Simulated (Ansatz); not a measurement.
# Dielectric response of LiF (110) films, part 3 of 5

How well do thin rocksalt LiF (110) films screen a perpendicular field?

Ansatz 0.2.0; plane-wave DFT, PBE, Ansatz PAW (the session's first sound run).

So far. Step 9 (Response with the atoms relaxed, 10 atoms, units 5): The induced dipole is that of a conductor 7.22 Å thick. Step 10 (Relaxation, 16 atoms, units 8): The gap is 6.13 eV, with the valence edge 7.20 eV and the conduction edge 1.07 eV under the upper vacuum level.

## (11) Single point on the relaxed film, 16 atoms, units 8

The next thickness, treated alike, so that differences show the interior and the faces cancel.

The input, input.yaml:

```yaml
crystal:
  lattice:
    - [2.84964033, 0.0, 0.0]
    - [0.0, 4.03, 0.0]
    - [0.0, 0.0, 27.9737411486]
  atoms:
    - { symbol: Li, position: [0.5, 0.5, 0.3255193284] }
    - { symbol: F, position: [0.5, 0.0, 0.3205316368] }
    - { symbol: Li, position: [0.0, 0.0, 0.3670145063] }
    - { symbol: F, position: [0.0, 0.5, 0.3698153876] }
    - { symbol: Li, position: [0.5, 0.5, 0.4240169923] }
    - { symbol: F, position: [0.5, 0.0, 0.4227598114] }
    - { symbol: Li, position: [0.0, 0.0, 0.4732569179] }
    - { symbol: F, position: [0.0, 0.5, 0.4740396484] }
    - { symbol: Li, position: [0.5, 0.5, 0.5267430828] }
    - { symbol: F, position: [0.5, 0.0, 0.5259603506] }
    - { symbol: Li, position: [0.0, 0.0, 0.5759830083] }
    - { symbol: F, position: [0.0, 0.5, 0.5772401879] }
    - { symbol: Li, position: [0.5, 0.5, 0.6329854942] }
    - { symbol: F, position: [0.5, 0.0, 0.630184612] }
    - { symbol: Li, position: [0.0, 0.0, 0.6744806716] }
    - { symbol: F, position: [0.0, 0.5, 0.6794683633] }
kpoints:
  mp_grid: { grid: [10, 6, 1] }
hamiltonian:
  xc: pbe
scf:
  occupations: { method: fixed }
  convergence: { dr2_threshold: 1.0e-09 }
efield:
  axis: 3
  dipole_correction: true
  ramp_position: 0.97
  ramp_width: 0.06
output:
  eigenvalues: true
  write_potential: true
  write_density: true
  volumetric_format: npy
  elf: true
```

On the command line:

```sh
$ ansatz run input.yaml --threads 8 --pin off --max-ram 12288MiB --backend cpu --events-out ev --progress --plain --runs-dir out
```

Numbers of over 12 decimals in the logs are rounded to 6 here.

The program printed:

```text
[...]
Crystal: 16 atoms, lattice volume = 321.252 Å³
Basis set: ecut = 420 eV, 6313 PW (Γ)
Bands: 56, of which v1, the nominal top of the filled ones, is band 40 counted from 1 (39 counted from 0)
Symmetry: 4 space group operations
k-points: 24 of 60
[...]
k-point 1: bands = [... 36 lower, -4.2301, -4.2280, -3.5804, -3.5798, 2.7970, 2.8021, 3.9844, 4.5233, ... 12 higher]
  k-point 2: bands = [... 36 lower, -4.2044, -4.1964, -3.6014, -3.6007, 3.4705, 3.4733, 4.7422, 5.2509, ... 12 higher]
  k-point 23: bands = [... 36 lower, -4.3551, -4.3545, -4.1146, -4.1140, 5.9321, 5.9329, 7.0282, 7.0292, ... 12 higher]
[key lines of the parts left out:]
SCF converged after 8 iterations
Free energy (F): -8128.290952 eV
Fermi energy:    -3.569309 eV
Dipole field:    D = -0.000004 V/Å  (p = -0.000007 e·Å, saw-weighted, corrected)
Work function:   Φ+ = 7.2007 eV   Φ− = 7.2008 eV
```

Wall time 13 s (8 threads of Arm Neoverse N1, shared host); peak memory 1.2 GiB; 98 s of CPU time.

The gap is 6.13 eV, with the valence edge 7.20 eV and the conduction edge 1.07 eV under the upper vacuum level.

## (12) Single point, 16 atoms, units 8, field 0.1 V/Å

input.yaml, as its differences from that of step 11:

```diff
@@ -28,3 +28,3 @@
   occupations: { method: fixed }
-  convergence: { dr2_threshold: 1.0e-09 }
+  convergence: { dr2_threshold: 1.0e-10 }
 efield:
@@ -34,4 +34,4 @@
   ramp_width: 0.06
+  amplitude: 0.1
 output:
-  eigenvalues: true
   write_potential: true
@@ -39,2 +39 @@
   volumetric_format: npy
-  elf: true
```

The program printed:

```text
[...]
Crystal: 16 atoms, lattice volume = 321.252 Å³
Basis set: ecut = 420 eV, 6313 PW (Γ)
Bands: 56, of which v1, the nominal top of the filled ones, is band 40 counted from 1 (39 counted from 0)
Symmetry: 4 space group operations
k-points: 24 of 60
[...]
k-point 0: bands = [... 36 lower, -4.1364, -4.0564, -3.8114, -3.3281, 2.1730, 2.9354, 3.3007, 4.4509, ... 12 higher]
  k-point 1: bands = [... 36 lower, -4.1747, -4.0219, -3.8223, -3.3382, 2.4107, 3.1718, 3.5543, 4.7048, ... 12 higher]
  k-point 2: bands = [... 36 lower, -4.2182, -3.9705, -3.8439, -3.3584, 3.0908, 3.8393, 4.3022, 5.4196, ... 12 higher]
  k-point 23: bands = [... 36 lower, -4.3433, -4.3198, -4.1203, -3.8987, 5.7038, 6.1475, 6.9919, 7.0501, ... 12 higher]
[key lines of the parts left out:]
SCF converged after 12 iterations
Free energy (F): -8128.292956 eV
Fermi energy:    -3.328103 eV
Dipole field:    D = 0.022582 V/Å  (p = 0.040092 e·Å, saw-weighted, corrected)
```

Wall time 14 s (8 threads); peak memory 1.2 GiB; 1.8 min of CPU time.

The dipole is 0.0401 e·Å, and the gap on the mesh 5.501 eV.

## (13) Atoms held, 16 atoms, units 8, field -0.1 V/Å

input.yaml, as its differences from that of step 12:

```diff
@@ -34,3 +34,3 @@
   ramp_width: 0.06
-  amplitude: 0.1
+  amplitude: -0.1
 output:
```

The program printed:

```text
[...]
Crystal: 16 atoms, lattice volume = 321.252 Å³
Basis set: ecut = 420 eV, 6313 PW (Γ)
Bands: 56, of which v1, the nominal top of the filled ones, is band 40 counted from 1 (39 counted from 0)
Symmetry: 4 space group operations
k-points: 24 of 60
[...]
k-point 0: bands = [... 36 lower, -4.1366, -4.0568, -3.8108, -3.3287, 2.1731, 2.9349, 3.2969, 4.4514, ... 12 higher]
  k-point 1: bands = [... 36 lower, -4.1750, -4.0224, -3.8217, -3.3388, 2.4109, 3.1714, 3.5505, 4.7052, ... 12 higher]
  k-point 2: bands = [... 36 lower, -4.2186, -3.9710, -3.8433, -3.3590, 3.0910, 3.8389, 4.2983, 5.4198, ... 12 higher]
  k-point 23: bands = [... 36 lower, -4.3435, -4.3193, -4.1210, -3.8992, 5.7030, 6.1483, 6.9929, 7.0491, ... 12 higher]
[key lines of the parts left out:]
SCF converged after 12 iterations
Free energy (F): -8128.292957 eV
Fermi energy:    -3.328671 eV
Dipole field:    D = -0.022590 V/Å  (p = -0.040105 e·Å, saw-weighted, corrected)
```

It took 14 s on 8 threads; peak memory 1.2 GiB; 1.8 min of CPU time.

The dipole is -0.0401 e·Å, and the gap on the mesh 5.502 eV.

## (14) Response with the atoms held, 16 atoms, units 8

This step: plane-wave DFT, PBE, Ansatz PAW; response to a field along the normal, atoms held (Ansatz 0.2.0).

Local field over the applied field, running mean. From the potentials at -0.1 and 0.1 V/Å; running mean over 1.425 Å, taken twice. Local field over applied field against z:

```tsv
z (Å)	local field over applied field
4.5	1.000
5.0	0.999
5.5	0.998
6.0	0.993
6.5	0.979
7.0	0.941
7.5	0.861
8.0	0.738
8.5	0.601
9.0	0.498
9.5	0.454
10.0	0.460
10.5	0.481
11.0	0.493
11.5	0.492
12.0	0.485
12.5	0.482
13.0	0.483
13.5	0.487
14.0	0.489
14.5	0.487
15.0	0.483
15.5	0.482
16.0	0.485
16.5	0.492
17.0	0.493
17.5	0.480
18.0	0.459
18.5	0.455
19.0	0.502
19.5	0.607
20.0	0.745
20.5	0.866
21.0	0.944
21.5	0.980
22.0	0.994
22.5	0.998
23.0	0.999
23.5	1.000
```

The induced dipole is that of a conductor 6.32 Å thick.

## (15) Relaxation, 24 atoms, units 12

This step: plane-wave DFT, PBE, Ansatz PAW (Ansatz 0.2.0).

System of this step: LiF (110), 12 units. The cell holds 24 atoms: 12 Li and 12 F. Cell: a = 2.850 Å, b = 4.030 Å, c = 33.673 Å, α = 90.0°, β = 90.0°, γ = 90.0°. It derives from LiF (rocksalt LiF). Vacuum lies along c.

The next thickness, treated alike, so that differences show the interior and the faces cancel.

The input, input.yaml:

```yaml
crystal:
  lattice:
    - [2.84964033, 0.0, 0.0]
    - [0.0, 4.03, 0.0]
    - [0.0, 0.0, 33.673021805]
  atoms:
    - { symbol: Li, position: [0.5, 0.5, 0.2672762799] }
    - { symbol: F, position: [0.5, 0.0, 0.2672762799] }
    - { symbol: Li, position: [0.0, 0.0, 0.3095896835] }
    - { symbol: F, position: [0.0, 0.5, 0.3095896835] }
    - { symbol: Li, position: [0.5, 0.5, 0.3519030872] }
    - { symbol: F, position: [0.5, 0.0, 0.3519030872] }
    - { symbol: Li, position: [0.0, 0.0, 0.3942164908] }
    - { symbol: F, position: [0.0, 0.5, 0.3942164908] }
    - { symbol: Li, position: [0.5, 0.5, 0.4365298945] }
    - { symbol: F, position: [0.5, 0.0, 0.4365298945] }
    - { symbol: Li, position: [0.0, 0.0, 0.4788432982] }
    - { symbol: F, position: [0.0, 0.5, 0.4788432982] }
    - { symbol: Li, position: [0.5, 0.5, 0.5211567018] }
    - { symbol: F, position: [0.5, 0.0, 0.5211567018] }
    - { symbol: Li, position: [0.0, 0.0, 0.5634701055] }
    - { symbol: F, position: [0.0, 0.5, 0.5634701055] }
    - { symbol: Li, position: [0.5, 0.5, 0.6057835092] }
    - { symbol: F, position: [0.5, 0.0, 0.6057835092] }
    - { symbol: Li, position: [0.0, 0.0, 0.6480969128] }
    - { symbol: F, position: [0.0, 0.5, 0.6480969128] }
    - { symbol: Li, position: [0.5, 0.5, 0.6904103165] }
    - { symbol: F, position: [0.5, 0.0, 0.6904103165] }
    - { symbol: Li, position: [0.0, 0.0, 0.7327237201] }
    - { symbol: F, position: [0.0, 0.5, 0.7327237201] }
kpoints:
  mp_grid: { grid: [10, 6, 1] }
hamiltonian:
  xc: pbe
scf:
  occupations: { method: fixed }
  convergence: { dr2_threshold: 1.0e-09 }
efield:
  axis: 3
  dipole_correction: true
  ramp_position: 0.97
  ramp_width: 0.06
relax:
  f_tol: 0.003
  max_steps: 100
output:
  write_potential: true
  write_density: true
  volumetric_format: npy
```

The program printed:

```text
[...]
Crystal: 24 atoms, lattice volume = 386.703 Å³
Basis set: ecut = 420 eV, 7589 PW (Γ), exchange–correlation on 40×54×480 points (8 copies of the dense FFT grid, shifted against one another)
Bands: 84, of which v1, the nominal top of the filled ones, is band 60 counted from 1 (59 counted from 0)
Symmetry: 4 space group operations
k-points: 24 of 60
[...]
- { symbol: Li, position: [0.5, 0.5, 0.607829] }
    - { symbol: F, position: [0.5, 0.0, 0.607350] }
    - { symbol: Li, position: [0.0, 0.0, 0.648998] }
    - { symbol: F, position: [0.0, 0.5, 0.649970] }
    - { symbol: Li, position: [0.5, 0.5, 0.696220] }
    - { symbol: F, position: [0.5, 0.0, 0.693937] }
    - { symbol: Li, position: [0.0, 0.0, 0.730741] }
    - { symbol: F, position: [0.0, 0.5, 0.734879] }
[key lines of the parts left out:]
SCF converged after 5 iterations
Free energy (F): -12192.966740 eV
Fermi energy:    -2.671378 eV
Dipole field:    D = -0.000000 V/Å  (p = -0.000000 e·Å, saw-weighted, corrected)
Work function:   Φ+ = 7.1985 eV   Φ− = 7.1985 eV
```

It took 90 s on 8 threads; peak memory 1.7 GiB; 12 min of CPU time.

The steps of the relaxation:

```tsv
step	energy less that of the first step (eV)	largest force component (eV/Å)
1	0.0000	0.6564
2	-0.0829	0.3576
3	-0.1516	0.1464
4	-0.1645	0.0463
5	-0.1655	0.0032
6	-0.1655	0.0006
```

Forces are held to the 4 operations that the run works with; a distortion that breaks them can't arise in this run.

The atoms that moved most (Å):

```tsv
atom	dx	dy	dz	length
Li3	0.000	0.000	-0.196	0.196
Li21	0.000	0.000	0.196	0.196
F22	0.000	0.000	0.119	0.119
F4	0.000	0.000	-0.119	0.119
F24	0.000	0.000	0.073	0.073
F2	0.000	0.000	-0.073	0.073
Li7	0.000	0.000	-0.069	0.069
Li17	0.000	0.000	0.069	0.069
```

Running mean over 1.425 Å of the planar mean; the ramp of the sawtooth is left out. Electron's electrostatic potential energy less the highest filled level against z:

z (Å), electron's electrostatic potential energy less the highest filled level (eV) and a bar from the least value:
```
        4       7.20 ##############################
        5       7.20 ##############################
        6       7.20 ##############################
        7       7.14 ##############################
        8       5.35 #######################
        9       0.14 ####
       10      -0.59 #
       11       0.67 ######
       12       0.06 ###
       13      -0.01 ###
       14       0.25 ####
       15       0.09 ####
       16       0.06 ###
       17       0.18 ####
       18       0.10 ####
       19       0.08 ###
       20       0.20 ####
       21      -0.04 ###
       22       0.22 ####
       23       0.40 #####
       24      -0.86 
       25       1.17 ########
       26       6.64 ############################
       27       7.18 ##############################
       28       7.20 ##############################
       29       7.20 ##############################
       30       7.20 ##############################
```

The relaxation took 6 steps and lowered the energy by 0.17 eV; the largest force on the free atoms ends at 5.6e-4 eV/Å.

The gap is 6.13 eV, with the valence edge 7.20 eV and the conduction edge 1.07 eV under the upper vacuum level.

## (16) Comparing the runs

Times are for 8 threads of Arm Neoverse N1, shared host. Results by setting:

```tsv
no.	units	gap by band count (eV)	ionisation energy, upper face (eV)	electron affinity, upper face (eV)	time	memory (GiB)
1	5	6.053	7.143	1.090	17 s	0.77
2	8	6.130	7.201	1.070	39 s	1.1
3	12	6.129	7.199	1.069	90 s	1.7
```

The valence density, planar mean (5) oscillates, so the rows of the table below give means over windows of 1.41 Å about each position, cut where the curve ends. Its maxima inside the range that stand out by 2 % of the span (Å: e/Å³): 9.0: 1.07, 10.4: 1.10, 11.8: 1.10, 13.3: 1.10, 14.7: 1.07. Its minima: 9.8: 0.288, 11.1: 0.210, 12.6: 0.210, 13.9: 0.288.

The runs together. Valence density, planar mean against z; means over each step:

```tsv
z (Å)	5 (e/Å³)	8 (e/Å³)	12 (e/Å³)
4.93	3.6e-6	4.0e-6	4.5e-6
6.34	3.1e-4	3.4e-4	3.9e-4
7.75	0.0408	0.0470	0.0553
9.16	0.616	0.624	0.627
10.57	0.607	0.600	0.596
11.98	0.605	0.611	0.610
13.39	0.623	0.609	0.613
14.80	0.581	0.612	0.609
16.21	0.0146	0.607	0.615
17.62	1.3e-4	0.618	0.609
19.03	1.6e-6	0.593	0.612
20.44	0	0.0200	0.611
21.85	0	1.7e-4	0.609
23.26	0	2.8e-6	0.625
```

## (17) Single point on the relaxed film, 24 atoms, units 12

The next thickness, treated alike, so that differences show the interior and the faces cancel.

The input, input.yaml:

```yaml
crystal:
  lattice:
    - [2.84964033, 0.0, 0.0]
    - [0.0, 4.03, 0.0]
    - [0.0, 0.0, 33.673021805]
  atoms:
    - { symbol: Li, position: [0.5, 0.5, 0.269259101] }
    - { symbol: F, position: [0.5, 0.0, 0.2651212024] }
    - { symbol: Li, position: [0.0, 0.0, 0.3037800972] }
    - { symbol: F, position: [0.0, 0.5, 0.3060630161] }
    - { symbol: Li, position: [0.5, 0.5, 0.3510023024] }
    - { symbol: F, position: [0.5, 0.0, 0.3500304555] }
    - { symbol: Li, position: [0.0, 0.0, 0.3921707999] }
    - { symbol: F, position: [0.0, 0.5, 0.3926500249] }
    - { symbol: Li, position: [0.5, 0.5, 0.4358903317] }
    - { symbol: F, position: [0.5, 0.0, 0.4356548286] }
    - { symbol: Li, position: [0.0, 0.0, 0.4783954101] }
    - { symbol: F, position: [0.0, 0.5, 0.4785422234] }
    - { symbol: Li, position: [0.5, 0.5, 0.5216045897] }
    - { symbol: F, position: [0.5, 0.0, 0.521457776] }
    - { symbol: Li, position: [0.0, 0.0, 0.5641096679] }
    - { symbol: F, position: [0.0, 0.5, 0.5643451708] }
    - { symbol: Li, position: [0.5, 0.5, 0.6078291999] }
    - { symbol: F, position: [0.5, 0.0, 0.6073499745] }
    - { symbol: Li, position: [0.0, 0.0, 0.6489976971] }
    - { symbol: F, position: [0.0, 0.5, 0.6499695454] }
    - { symbol: Li, position: [0.5, 0.5, 0.6962199027] }
    - { symbol: F, position: [0.5, 0.0, 0.693936985] }
    - { symbol: Li, position: [0.0, 0.0, 0.7307408994] }
    - { symbol: F, position: [0.0, 0.5, 0.7348787983] }
kpoints:
  mp_grid: { grid: [10, 6, 1] }
hamiltonian:
  xc: pbe
scf:
  occupations: { method: fixed }
  convergence: { dr2_threshold: 1.0e-09 }
efield:
  axis: 3
  dipole_correction: true
  ramp_position: 0.97
  ramp_width: 0.06
output:
  eigenvalues: true
  dos: { projected: true, e_range: [-7, 7] }
  write_potential: true
  write_density: true
  volumetric_format: npy
checkpoint:
  write: end12.run
  compress: false
  write_wavefunctions: false
```

The program printed:

```text
[...]
Crystal: 24 atoms, lattice volume = 386.703 Å³
Basis set: ecut = 420 eV, 7589 PW (Γ)
Bands: 84, of which v1, the nominal top of the filled ones, is band 60 counted from 1 (59 counted from 0)
Symmetry: 4 space group operations
k-points: 24 of 60
[...]
k-point 1: bands = [... 56 lower, -3.3367, -3.3296, -2.6823, -2.6818, 3.6943, 3.6976, 4.8790, 5.4199, ... 20 higher]
  k-point 2: bands = [... 56 lower, -3.3041, -3.3036, -2.7030, -2.7024, 4.3677, 4.3701, 5.6363, 6.1497, ... 20 higher]
  k-point 23: bands = [... 56 lower, -3.4593, -3.4586, -3.2101, -3.2096, 6.8220, 6.8224, 7.5854, 7.5863, ... 20 higher]
[key lines of the parts left out:]
SCF converged after 8 iterations
Free energy (F): -12192.967183 eV
Fermi energy:    -2.671342 eV
Dipole field:    D = -0.000003 V/Å  (p = -0.000007 e·Å, saw-weighted, corrected)
Work function:   Φ+ = 7.1984 eV   Φ− = 7.1983 eV
```

The job ended after 28 s (8 threads; peak memory 1.8 GiB; 3.6 min of CPU time).

Running mean over 1.425 Å of the planar mean; the ramp of the sawtooth is left out. Table of electron's electrostatic potential energy less the highest filled level by z:

```tsv
z (Å)	electron's electrostatic potential energy less the highest filled level (eV)
4	7.20
5	7.20
6	7.20
7	7.14
8	5.35
9	0.142
10	-0.594
11	0.674
12	0.0564
13	-0.00989
14	0.245
15	0.0942
16	0.0607
17	0.177
18	0.0992
19	0.0790
20	0.195
21	-0.0418
22	0.216
23	0.404
24	-0.859
25	1.17
26	6.64
27	7.18
28	7.20
29	7.20
30	7.20
```

The gap is 6.13 eV, with the valence edge 7.20 eV and the conduction edge 1.07 eV under the upper vacuum level.

## (18) Single point, 24 atoms, units 12, field 0.1 V/Å

input.yaml, as its differences from that of step 17:

```diff
@@ -36,3 +36,3 @@
   occupations: { method: fixed }
-  convergence: { dr2_threshold: 1.0e-09 }
+  convergence: { dr2_threshold: 1.0e-10 }
 efield:
@@ -42,5 +42,4 @@
   ramp_width: 0.06
+  amplitude: 0.1
 output:
-  eigenvalues: true
-  dos: { projected: true, e_range: [-7, 7] }
   write_potential: true
@@ -48,5 +47 @@
   volumetric_format: npy
-checkpoint:
-  write: end12.run
-  compress: false
-  write_wavefunctions: false
```

The program printed:

```text
[...]
Crystal: 24 atoms, lattice volume = 386.703 Å³
Basis set: ecut = 420 eV, 7589 PW (Γ)
Bands: 84, of which v1, the nominal top of the filled ones, is band 60 counted from 1 (59 counted from 0)
Symmetry: 4 space group operations
k-points: 24 of 60
[...]
k-point 0: bands = [... 56 lower, -3.1021, -3.0538, -3.0187, -2.2897, 2.9290, 3.9710, 4.0906, 5.3022, ... 20 higher]
  k-point 1: bands = [... 56 lower, -3.1398, -3.0646, -2.9846, -2.2997, 3.1669, 4.2078, 4.3437, 5.5596, ... 20 higher]
  k-point 2: bands = [... 56 lower, -3.1840, -3.0858, -2.9336, -2.3197, 3.8474, 4.8764, 5.0892, 6.2709, ... 20 higher]
  k-point 23: bands = [... 56 lower, -3.5124, -3.3084, -3.0838, -2.8568, 6.4559, 7.1646, 7.5162, 7.5920, ... 20 higher]
[key lines of the parts left out:]
SCF converged after 12 iterations
Free energy (F): -12192.970129 eV
Fermi energy:    -2.289723 eV
Dipole field:    D = 0.027582 V/Å  (p = 0.058945 e·Å, saw-weighted, corrected)
```

Wall time 32 s (8 threads); peak memory 1.8 GiB; 4.1 min of CPU time.

The dipole is 0.0589 e·Å, and the gap on the mesh 5.219 eV.

## (19) Atoms held, 24 atoms, units 12, field -0.1 V/Å

input.yaml, as its differences from that of step 18:

```diff
@@ -42,3 +42,3 @@
   ramp_width: 0.06
-  amplitude: 0.1
+  amplitude: -0.1
 output:
```

The program printed:

```text
[...]
Crystal: 24 atoms, lattice volume = 386.703 Å³
Basis set: ecut = 420 eV, 7589 PW (Γ)
Bands: 84, of which v1, the nominal top of the filled ones, is band 60 counted from 1 (59 counted from 0)
Symmetry: 4 space group operations
k-points: 24 of 60
[...]
k-point 0: bands = [... 56 lower, -3.1024, -3.0532, -3.0192, -2.2903, 2.9296, 3.9704, 4.0900, 5.3026, ... 20 higher]
  k-point 1: bands = [... 56 lower, -3.1401, -3.0640, -2.9850, -2.3003, 3.1674, 4.2072, 4.3430, 5.5599, ... 20 higher]
  k-point 2: bands = [... 56 lower, -3.1843, -3.0853, -2.9341, -2.3203, 3.8479, 4.8759, 5.0886, 6.2710, ... 20 higher]
  k-point 23: bands = [... 56 lower, -3.5128, -3.3086, -3.0844, -2.8574, 6.4555, 7.1650, 7.5171, 7.5912, ... 20 higher]
[key lines of the parts left out:]
SCF converged after 12 iterations
Free energy (F): -12192.970131 eV
Fermi energy:    -2.290286 eV
Dipole field:    D = -0.027589 V/Å  (p = -0.058959 e·Å, saw-weighted, corrected)
```

Wall time 32 s (8 threads); peak memory 1.8 GiB.

The dipole is -0.0590 e·Å, and the gap on the mesh 5.220 eV.

## (20) Response with the atoms held, 24 atoms, units 12

This step: plane-wave DFT, PBE, Ansatz PAW; response to a field along the normal, atoms held (Ansatz 0.2.0).

Local field over the applied field, running mean. From the potentials at -0.1 and 0.1 V/Å; running mean over 1.425 Å, taken twice. Local field over applied field against z:

```tsv
z (Å)	local field over applied field
4	1.000
5	0.999
6	0.993
7	0.937
8	0.727
9	0.492
10	0.461
11	0.493
12	0.485
13	0.484
14	0.487
15	0.486
16	0.486
17	0.486
18	0.485
19	0.486
20	0.487
21	0.482
22	0.489
23	0.488
24	0.452
25	0.550
26	0.813
27	0.967
28	0.997
29	1.000
```

The induced dipole is that of a conductor 9.29 Å thick.

[end of part 3 of 5]

[Logs are printed without paths, hosts, clocks, repeated set-up lines and the standing remarks that a program may print on its own settings, such as how far it seeks lower states.]

[Hosts, paths, dates, database ids (printed as entryN), source tags and the programs' standing remarks are cut or masked in the printed files.]

[Maps of the electrostatic potential energy from Ansatz leave out the sawtooth potential of an applied field or a dipole correction, so their vacuum need not be flat; planar profiles and work functions include it.]
